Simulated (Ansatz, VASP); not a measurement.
# Two plane-wave programs on MnO

Contents of INCAR:

```
SYSTEM = MnO
PREC     = Accurate       ! precision mode
ENCUT    = 520            ! plane-wave cutoff, eV
EDIFF    = 1E-7           ! SCF threshold, eV
ISMEAR   = -1             ! smearing method
SIGMA    = 0.05           ! smearing width, eV
LREAL    = .FALSE.        ! projectors in reciprocal space
LASPH    = .TRUE.         ! aspherical terms in the spheres
NELM     = 120            ! most SCF steps
ALGO     = Normal         ! electronic algorithm
ISIF     = 2              ! what is computed and relaxed
LWAVE    = .FALSE.        ! write WAVECAR
LCHARG   = .FALSE.        ! write CHGCAR
ISPIN    = 2              ! spin polarisation
MAGMOM   = 4 0            ! initial moments
LORBIT   = 11             ! projections on sites
LMAXMIX  = 4              ! l up to which the mixer works
GGA      = PE             ! functional
NBANDS   = 20             ! bands
```

File KPOINTS:

```
Automatic mesh
0
G
  10 10 10
  0 0 0
```

POSCAR

```
MnO
1.0
    0.0000000000      2.2675248097      2.2675248097
    2.2675248097      0.0000000000      2.2675248097
    2.2675248097      2.2675248097      0.0000000000
Mn O
1 1
Direct
    0.0000000000      0.0000000000      0.0000000000
    0.5000000000      0.5000000000      0.5000000000
```

File input.yaml:

```yaml
crystal:
  lattice:
    - [0.0, 2.2675248097, 2.2675248097]
    - [2.2675248097, 0.0, 2.2675248097]
    - [2.2675248097, 2.2675248097, 0.0]
  atoms:
    - { symbol: Mn, position: [0.0, 0.0, 0.0], spin: 4.0 }
    - { symbol: O, position: [0.5, 0.5, 0.5] }
hamiltonian:
  xc: pbe
  pseudopotentials: { kind: paw }
magnetization:
  spin_polarized: true
kpoints:
  mp_grid: { grid: [10, 10, 10] }
scf:
  occupations: { method: fermi_dirac, width: 0.05 }
output:
  forces: true
  stress: true
  eigenvalues: true
```

Change from the starting cell: volume scaled by 1.06.

Alike in both runs: task single point; functional PBE; k mesh 10 × 10 × 10; occupations fermi-dirac, width 0.05 eV; collinear spin, ferromagnetic start.

|  | VASP | Ansatz |
| --- | --- | --- |
| version | VASP 6.6.1 | Ansatz 0.2.0 |
| potentials or method | VASP PAW PBE potentials, release 64 (Mn_pv, O) | Ansatz PAW |
| plane-wave cutoff (eV) | 520 | 420 |
| valence electrons in the cell | 19 | 21 |

```tsv
	VASP	Ansatz	Ansatz less VASP
gap on the k mesh at the Fermi level (eV)	none	none	-
pressure (GPa)	-6.1	-6.2	-0.09
net moment per atom (μB)	2.45	2.45	0.000
size of the moment on the site where the two differ most (μB)	4.42	4.17	-0.257
```

Site moments also hang on the region over which each program counts them. A gap of «none» marks a metal or a gap that the smearing closes. The two sets of potentials don't hold the same shells in valence.

Caveats: a cell with one magnetic atom can't hold antiferromagnetic order, which such compounds often take; semilocal functionals often make such compounds metallic where correlation or magnetic order opens a gap, which also shifts bond lengths; the pressure holds a Pulay correction of +0.6 GPa for the finite cutoff (Ansatz).
